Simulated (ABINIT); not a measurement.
BaZrO3:

```
Ba Zr O
1.0
     4.19134    0.00000    0.00000
     0.00000    4.19134    0.00000
     0.00000    0.00000    4.19134
Ba Zr O
1 1 3
Cartesian
  0.0000 0.0000 0.0000
  2.0957 2.0957 2.0957
  2.0957 2.0957 0.0000
  2.0957 0.0000 2.0957
  0.0000 2.0957 2.0957
```

Base run:

```yaml
Program: ABINIT 10.8.3 (patched build)
Functional: SOGGA
Potentials_or_basis: JTH PAW PBE v2.0
Cutoff: 626 eV
k_mesh: 6 × 6 × 6
Occupations: fermi-dirac, width 0.05 eV
Spin: no spin polarisation
```

Its results: band gap on the k mesh 3.09 eV, indirect (least direct gap 3.30 eV); pressure -1.7 GPa.

After a change of settings the same cell gave: band gap on the k mesh 3.30 eV, indirect (least direct gap 3.41 eV); pressure 4.4 GPa. Which change was it?
A. functional from SOGGA to PBEsol; k mesh from 6 × 6 × 6 to 5 × 5 × 5
B. functional from SOGGA to PBE; k mesh from 6 × 6 × 6 to 2 × 2 × 2
C. functional from SOGGA to PBE; k mesh from 6 × 6 × 6 to 5 × 5 × 5
D. functional from SOGGA to revPBE

C.

Caveats: this set's barium file shifts pressures by 1.5 GPa and gaps by 0.1 eV against other sets; spin-orbit coupling is left out, which moves the levels of the heavy elements; the PAW data sets were made with another functional, which shifts forces and pressure a little (some runs); an odd mesh through Γ misses points on the zone boundary, where band edges often lie (some runs).
